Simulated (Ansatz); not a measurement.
## Relaxing BP₃

Level of theory: DFT PBE, scalar-relativistic, plane waves, PAW (Ansatz 0.2.0). Cutoff 420 eV, Γ-centred k mesh, Gaussian smearing, no spin polarisation in the final step.

The start puts BP₃ on the A15 structure type (Pm-3n, No. 223), with B in place of Si, P in place of Cr, at a guessed volume.

```
B P
1.0
     4.94023    0.00000    0.00000
     0.00000    4.94023    0.00000
     0.00000    0.00000    4.94023
B P
2 6
Direct
  0.00000 0.00000 0.00000
  0.50000 0.50000 0.50000
  0.00000 0.50000 0.25000
  0.00000 0.50000 0.75000
  0.25000 0.00000 0.50000
  0.75000 0.00000 0.50000
  0.50000 0.75000 0.00000
  0.50000 0.25000 0.00000
```

Cell and atoms relax at zero pressure; the relaxation can't lower the symmetry of the start. After a coarse first stage the cell is made exact in the group found at 0.06 Å.

Energies over the elements count from the elements' standard structures at the same level, with no empirical corrections.

What does it relax into?

It keeps Pm-3n (No. 223). The result has the A15 structure. Conventional cell: a = 4.680 Å. B has 12 P at 2.62 Å; P is coordinated by 2 P at 2.34 Å, 4 B at 2.62 Å and 8 P at 2.87 Å.

```cif
data_structure
_symmetry_space_group_name_H-M 'Pm-3n'
_symmetry_Int_Tables_number 223
_cell_length_a 4.6802
_cell_length_b 4.6802
_cell_length_c 4.6802
_cell_angle_alpha 90.000
_cell_angle_beta 90.000
_cell_angle_gamma 90.000
_cell_volume 102.51
loop_
_atom_site_label
_atom_site_type_symbol
_atom_site_symmetry_multiplicity
_atom_site_Wyckoff_symbol
_atom_site_fract_x
_atom_site_fract_y
_atom_site_fract_z
_atom_site_occupancy
B1 B 2 a 0.00000 0.00000 0.00000 1
P1 P 6 c 0.00000 0.50000 0.25000 1
```

What are its volume, energy, density and gap?

The volume per atom is 12.81 Å³ and the density is 3.36 g/cm³. The energy over the elements is 1.32 eV/atom and the gap on the 8×8×8 mesh is 0 eV (a metal).

The final run used a 8×8×8 mesh on its 8-atom cell and 0.10 eV smearing. For metals, differences of a few meV/atom aren't resolved. Symmetry constrained the relaxation, so the result can be a saddle point.

Cost: 3 runs of about 0.26 core-minutes in all, on Intel Xeon 6975P-C (Granite Rapids) (shared hosts).